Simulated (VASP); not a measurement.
Set up this calculation in VASP 6.6.1, as the native input.

* Task: relaxation of the atoms
* Functional: PBE
* Potentials or basis: VASP PAW PBE potentials, release 64 (Ag)
* Cutoff: 300 eV
* k mesh: 8 × 8 × 8
* Occupations: methfessel-paxton, width 0.1 eV
* Spin: no spin polarisation
* Further INCAR settings: ALGO = Normal; EDIFF = 1e-07; IBRION = 2; EDIFFG = -0.01; NSW = 40

The structure of Ag lies in POSCAR:

```
Ag                                      
1.0
    0.0000000000      2.0759938466      2.0759938466
    2.0759938466      0.0000000000      2.0759938466
    2.0759938466      2.0759938466      0.0000000000
  Ag            
     1
Direct
     1.0000000000000000    0.0000000000000000    1.0000000000000000
```

The input as run:

INCAR

```
SYSTEM = Ag
PREC = Accurate
ENCUT = 300
EDIFF = 1E-7
ISMEAR = 1
SIGMA = 0.1
LREAL = .FALSE.
LASPH = .TRUE.
NELM = 80
ALGO = Normal
ISIF = 2
LWAVE = .FALSE.
LCHARG = .FALSE.
GGA = PE
IBRION = 2
NSW = 40
EDIFFG = -0.01
```

KPOINTS

```
regular mesh
0
G
  8 8 8
  0 0 0
```

Potentials or basis: VASP PAW PBE potentials, release 64 (Ag).

Launch:

```sh
$ cat potpaw_PBE.64/Ag/POTCAR > POTCAR
$ mpirun -np 1 vasp_std > vasp.out
```

It gave:

- Pressure after relaxing: 0.0 GPa
- Band gap on the k mesh: none (metal or under the smearing width)

Caveat: the cutoff is under 1.25 times the usual one of these potentials, so pressure, stress and relaxed cells hold a basis-set (Pulay) error; the relaxation stopped at its first step, so nothing moved.

It took 2.9 s on 1 thread of Intel(R) Xeon(R) Platinum 8488C (Sapphire Rapids), with other jobs on the host, peak memory 0.11 GiB.
